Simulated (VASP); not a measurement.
Input of a VASP 6.6.1 run:

Contents of INCAR:

```
ALGO = Normal
EDIFF = 1E-6
EDIFFG = -0.01
ENCUT = 600
GGA = PE
IBRION = 2
ISIF = 3
ISMEAR = 0
IVDW = 12
KPAR = 2
LASPH = True
LCHARG = False
LREAL = False
LWAVE = False
NELM = 80
NSW = 90
PREC = Accurate
SIGMA = 0.03
```

File KPOINTS:

```
k-points
0
Gamma
  8 8 6
```

The input POSCAR:

```
SnO
1.0
    3.7986000000      0.0000000000      0.0000000000
    0.0000000000      3.7986000000      0.0000000000
    0.0000000000      0.0000000000      4.8408000000
Sn O
2 2
Direct
    0.5000000000      0.0000000000      0.2369000000
    0.0000000000      0.5000000000      0.7631000000
    0.0000000000      0.0000000000      0.0000000000
    0.5000000000      0.5000000000      0.0000000000
```

Potentials or basis: VASP PAW PBE potentials, release 64 (Sn_d, O).

Command:

```sh
$ cat potpaw_PBE.64/Sn_d/POTCAR potpaw_PBE.64/O/POTCAR > POTCAR
$ mpirun -np 2 vasp_std > vasp.out
```

Question: What does it give for the dispersion energy per atom?

Answer: -0.237 eV.

Question: Estimate the space group after relaxing (to 0.05 Å).

Answer: P4/nmm (No. 129).

Forces in eV/Å, atoms in the order of the input:
```
Sn   0.000  0.000 -0.004
Sn   0.000  0.000  0.004
O    0.000  0.000  0.000
O    0.000  0.000  0.000
```
